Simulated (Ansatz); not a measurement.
Set up this calculation in Ansatz 0.2.0, as the native input.

| Item | Value |
| --- | --- |
| Task | density of states |
| Functional | PBEsol |
| Potentials or basis | all-electron LAPW, scalar-relativistic |
| Cutoff | 325 eV (chosen from the basis error) |
| Basis error allowed | 0.001 eV/atom |
| k mesh | 10 × 10 × 10 |
| Occupations | fermi-dirac, width 0.05 eV |
| Spin | collinear spin, ferromagnetic start |
| Starting moments | [5.0, 0.0] μB |
| Hubbard terms | Mn d U = 4 eV |

Crystal: MnO.

```xyz
2
Lattice="0.0000 2.2220 2.2220 2.2220 0.0000 2.2220 2.2220 2.2220 0.0000" Properties=species:S:1:pos:R:3 pbc="T T T"
Mn    0.0000    0.0000    0.0000
O     2.2220    2.2220    2.2220
```

These files were run (other wordings do the same):

input.yaml

```yaml
crystal:
  lattice:
    - [0.0, 2.22200033, 2.22200033]
    - [2.22200033, 0.0, 2.22200033]
    - [2.22200033, 2.22200033, 0.0]
  atoms:
    - { symbol: Mn, position: [0.0, 0.0, 0.0], spin: 5.0 }
    - { symbol: O, position: [0.5, 0.5, 0.5] }
kpoints:
  mp_grid: { grid: [10, 10, 10] }
scf:
  occupations: { method: fermi_dirac, width: 0.05 }
hamiltonian:
  xc: pbesol
  pseudopotentials: { kind: all_electron, lapw: { basis_error: 0.001 } }
  hubbard:
    sites: [{ species: Mn, l: d, u_eff: 4 }]
    double_counting: fll
    projectors: ortho-atomic
magnetization:
  spin_polarized: true
output:
  forces: true
  stress: true
  eigenvalues: true
  dos: { projected: false, de: 0.2, e_range: [-14, 10] }
```

Potentials or basis: all-electron LAPW, scalar-relativistic.

Run with:

```bash
$ ansatz run input.yaml --threads 2 --pin off --max-ram 6144MiB --backend cpu --events-out ev --progress --plain --runs-dir out
```

Results of the run:

| Quantity | Value |
| --- | --- |
| Pressure | 3.3 GPa |
| Band gap on the k mesh | none (metal or under the smearing width) |
| Net moment | 5.00 μB per cell |
| Absolute moment | 5.00 μB per cell |
| Site moments | Mn +4.56; O +0.18 μB |

Caveat: the magnetic state may not be the lowest; U is the effective U less J, on atomic orbitals that reach past the spheres; a cell with one magnetic atom can't hold antiferromagnetic order, which such compounds often take; the density of states is complete only up to the lowest level of the last band computed.

Wall time 12 s on 2 threads of Arm Neoverse V1 (shared host), peak memory 0.4 GiB.
